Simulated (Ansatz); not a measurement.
# SnS2 (Berndtite-2T): the cost of one run

Computed with the Python package of Ansatz 0.2.0. Level of theory: DFT PBE, plane waves, PAW.

### 1 The system

The structure is trigonal, space group P-3m1 (No. 164). Conventional cell: a = 3.639 Å, b = 3.639 Å, c = 5.868 Å, α = 90.00°, β = 90.00°, γ = 120.00°. Sn (site symmetry -3m) has 6 S at 2.56 Å as nearest neighbours. S (site symmetry 3m) is surrounded by 3 Sn at 2.56 Å.

No structure file is read: the coordinates are typed or built in the script.

### 2 Script

Input file sns2.py:

```python
"""DFPT phonons of SnS2."""

from pathlib import Path
import warnings

import ansatz as az
import numpy as np


def main() -> None:
    warnings.simplefilter("ignore", az.DeckWarning)

    lattice = az.Lattice.of(
        (3.639, 0.0, 0.0),
        (-1.8195, 3.151466, 0.0),
        (0.0, 0.0, 5.868),
    )
    sites = [
        ("Sn", (0.0, 0.0, 0.0)),
        ("S", (1 / 3, 2 / 3, 0.25)),
        ("S", (2 / 3, 1 / 3, 0.75)),
    ]
    xtal = az.Crystal(lattice=lattice)
    for symbol, position in sites:
        xtal = xtal.atom(symbol, position)

    job = (
        xtal.calculation()
        .basis(550)
        .functional("PBE")
        .occupations("fixed")
        .pseudopotentials("paw")
        .kpoints(6, 6, 4)
        .phonons("dfpt", points=[(0, 0, 0), (0.5, 0.5, 0.5)])
    )
    done = job.run(threads=1, runs_dir="runs")
    ph = done.phonons

    for q in ph.qpoints:
        print("q =", np.round(q.q_frac, 3), "1/cm:", " ".join(f"{w:.1f}" for w in q.omega_inv_cm))


if __name__ == "__main__":
    main()
```

### 3 What the engine is handed

The package turns the script's settings into the engine's input:

```yaml
crystal:
  lattice:
    - [3.639, 0.0, 0.0]
    - [-1.8195, 3.151466, 0.0]
    - [0.0, 0.0, 5.868]
  atoms:
    - { symbol: Sn, position: [0.0, 0.0, 0.0] }
    - { symbol: S, position: [0.3333333333333333, 0.6666666666666666, 0.25] }
    - { symbol: S, position: [0.6666666666666666, 0.3333333333333333, 0.75] }
basis:
  ecutwfc: 550.0
kpoints:
  mp_grid:
    grid: [6, 6, 4]
hamiltonian:
  xc: pbe
  pseudopotentials:
    kind: paw
scf:
  occupations:
    method: fixed
phonons:
  method: dfpt
  qpoints:
    - [0.0, 0.0, 0.0]
    - [0.5, 0.5, 0.5]
```

### 4 Launch

Started as:

```sh
python sns2.py
```

What time and memory should one allow on 1 thread of Arm Neoverse V1, shared host?

About 78 s, with a peak of 0.71 GiB.
